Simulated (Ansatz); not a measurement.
Ga: zone-centre modes at 3 GPa

Theory: DFT LDA, scalar-relativistic, plane waves, PAW in Ansatz 0.2.0. Cutoff 420 eV, 16×16×12 k-points (Γ-centred), Fermi-Dirac smearing of 0.15 eV. No spin polarisation. Phonons by linear response, acoustic sum rule imposed.

The cell, relaxed at 3 GPa:
```
CELL_PARAMETERS angstrom
1.33601 -3.86795 -0.02018
1.33601 3.86795 -0.02018
-0.16216 0.00000 3.22226
ATOMIC_POSITIONS crystal
Ga 0.86649 0.13351 0.25000
Ga 0.13351 0.86649 0.75000
```

In a metal, frequencies and elastic constants depend on the k mesh and the smearing, soft modes and shear constants most.

Optical modes at Γ; i marks an imaginary frequency:
| frequency (cm⁻¹) | degeneracy |
| --- | --- |
| 52 | 1 |
| 136 | 1 |
| 212 | 1 |

All 3 optical modes at Γ are real: no displacement of atoms at fixed cell lowers the energy to second order. Strains and modes at other wave vectors aren't tested by this run.

This form isn't the element's structure at ambient conditions.

Cost: 1 run of about 3.6 core-minutes, on Arm Neoverse V1 (shared hosts).